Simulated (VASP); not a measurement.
Sb:

```
Sb
1.0
     3.12240    0.00000    0.00000
     0.00000    4.34752    0.00000
    -0.03891    0.00000    4.40585
Sb
2
Direct
  0.01139 0.25000 0.24117
  0.98861 0.75000 0.75883
```

This isn't the form of Sb at room conditions, which is rhombohedral.

```yaml
Program: VASP 6.6.1
Task: single point
Functional: PBEsol
Potentials_or_basis: VASP PAW PBE potentials, release 64 (Sb)
Cutoff: 520 eV
k_mesh: 9 × 6 × 6
Occupations: fermi-dirac, width 0.05 eV
Spin: no spin polarisation
```

On this cell: pressure -2.1 GPa; largest force 0.054 eV/Å; band gap on the k mesh none (metal or under the smearing width).

The same run follows on a disturbed copy (atoms moved at random, drawn with an rms of 0.05 Å):

```xyz
2
Lattice="3.1224 0.0000 0.0000 0.0000 4.3475 0.0000 -0.0389 0.0000 4.4059" Properties=species:S:1:pos:R:3 pbc="T T T"
Sb    0.0286    1.1368    1.0689
Sb    3.0974    3.2454    3.3720
```

Problem. What changes?

Solution. The energy (extrapolated to zero smearing) moves by +1.9 meV/atom; pressure -1.9 GPa; largest force 0.111 eV/Å; band gap on the k mesh none (metal or under the smearing width).

Forces on the atoms (eV/Å):
```
Sb  -0.013 -0.089  0.066
Sb   0.013  0.089 -0.066
```

Stress tensor (GPa, compression positive):
```
-1.44  0.01  0.09
 0.01 -2.27 -0.44
 0.09 -0.44 -2.04
```

Caveats: the PAW data sets were made with another functional, which shifts forces and pressure a little.
